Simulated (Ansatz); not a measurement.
# S (simple hexagonal type): the cost of one run

Program: Ansatz 0.2.0. Level of theory: DFT PBE, with the methods named in each step. These are calculated values, not measurements.

**1. The starting structure**

Symmetry: P6/mmm, No. 191, hexagonal system. Conventional cell: a = 4.162 Å, b = 4.162 Å, c = 2.125 Å, α = 90.00°, β = 90.00°, γ = 120.00°. S (site symmetry 6/mmm) has 2 S at 2.13 Å as nearest neighbours.

As a file:

```xyz
1
Lattice="4.1624 0.0000 0.0000 -2.0812 3.6048 0.0000 0.0000 0.0000 2.1254" Properties=species:S:1:pos:R:3 pbc="T T T"
S     0.0000    0.0000    0.0000
```

Whether this phase is the stable one at these pressures isn't tested.

**2. The reference volume, LAPW**

Contents of input.yaml:

```yaml
crystal:
  lattice:
    - [4.1624194044, 0.0, 0.0]
    - [-2.0812097022, 3.6047609454, 0.0]
    - [0.0, 0.0, 2.1254140427]
  atoms:
    - { symbol: S, position: [0.0, 0.0, 0.0] }
kpoints:
  mp_grid: { grid: [16, 16, 14] }
  band_path:
    path:
      - [0.0, 0.0, 0.0]
      - [0.5, 0.0, 0.0]
      - [0.3333333333, 0.3333333333, 0.0]
      - [0.0, 0.0, 0.0]
      - [0.0, 0.0, 0.5]
      - [0.5, 0.0, 0.5]
      - [0.3333333333, 0.3333333333, 0.5]
      - [0.0, 0.0, 0.5]
      - [0.5, 0.0, 0.5]
    npoints: 14
scf:
  occupations: { method: fermi_dirac, width: 0.08 }
hamiltonian:
  xc: pbe
  pseudopotentials: { kind: all_electron, lapw: { basis_error: 0.001 } }
output:
  forces: true
  stress: true
  eigenvalues: true
  populations: true
  dos: { projected: true, de: 0.2, e_range: [-14, 8] }
```

Launch:

```bash
ansatz run input.yaml --threads 1 --pin off --max-ram 2048MiB --backend cpu --events-out ev --progress --plain --runs-dir out
```

Q: Estimate wall time and peak memory on 1 thread of Arm Neoverse V2, shared host.

About 15 s, with a peak of 0.36 GiB.
